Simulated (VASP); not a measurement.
PtS2: equation of state with PBE+D3(BJ)

Crystal: PtS2.

```xyz
3
Lattice="3.5794 0.0000 0.0000 -1.7897 3.0999 0.0000 0.0000 0.0000 4.6785" Properties=species:S:1:pos:R:3 pbc="T T T"
Pt   -1.7897    3.0999    0.0000
S     1.7897    1.0333    3.4739
S     0.0000    2.0666    1.2046
```

```
Program                : VASP 6.6.1
Task                   : equation of state
Functional             : PBE
Dispersion             : D3(BJ)
Potentials or basis    : VASP PAW PBE potentials, release 64 (Pt, S)
Cutoff                 : 520 eV
k mesh                 : 8 × 8 × 4
Occupations            : gaussian, width 0.02 eV
Spin                   : no spin polarisation
Ladder                 : gaps
Further INCAR settings : ALGO = Normal; EDIFF = 1e-06
```

```yaml
Equilibrium_volume: 17.31 Å³/atom
Bulk_modulus_at_fixed_shape_and_positions: 149 GPa
Pressure_derivative_of_the_bulk_modulus: "4.8 (rough: it moves with the points fitted)"
```

Energy against volume, from the lowest point:
```
volume (Å³/atom)  energy (meV/atom)
          16.612              14.01
          16.958               3.39
          17.304               0.00
          17.650               3.06
          17.996              11.83
```

All runs of the series together: 2.1 min on 1 thread of AMD EPYC 7R13 Processor (Zen 3), with other jobs on the host.

Caveat: the cell was scaled at fixed shape and fractional positions, which overstates the stiffness of a crystal with free parameters, most of all of layers and chains. Spin-orbit coupling is left out, which matters for the levels of Pt.
